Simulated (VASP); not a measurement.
Ta, 1 atom in the cell. Symmetry: Im-3m, No. 229, cubic system. Conventional cell: a = 3.303 Å, b = 3.303 Å, c = 3.303 Å, α = 90.00°, β = 90.00°, γ = 90.00°. Around Ta (site symmetry m-3m) lie 8 Ta at 2.86 Å. 

* Program: VASP 6.6.1
* Task: relaxation of cell and atoms
* Functional: r2SCAN
* Potentials or basis: VASP PAW PBE potentials, release 64 (Ta_pv)
* Cutoff: 600 eV
* k mesh: 23 × 23 × 23
* Occupations: fermi-dirac, width 0.05 eV
* Spin: no spin polarisation
* Target pressure: 20.8 GPa
* P gpa: 20.8
* Further INCAR settings: ALGO = Normal; EDIFF = 1e-06; IBRION = 2; EDIFFG = -0.005; NSW = 60; ISIF = 3
* Target pressure: 20.8 GPa

Potentials or basis: VASP PAW PBE potentials, release 64 (Ta_pv).

Command:

```sh
$ cat potpaw_PBE.64/Ta_pv/POTCAR > POTCAR
$ mpirun -np 1 vasp_std > vasp.out
```

Hardware: 1 thread of Intel(R) Xeon(R) Platinum 8259CL CPU @ 2.50GHz (Skylake/Cascade Lake), on a shared host.

How long does it take, and how much memory?

Run time: 14 min on 1 thread of Intel(R) Xeon(R) Platinum 8259CL CPU @ 2.50GHz (Skylake/Cascade Lake), on a shared host, peak memory 0.23 GiB. Counts: scf iterations 71, k points 364, ion steps 7.
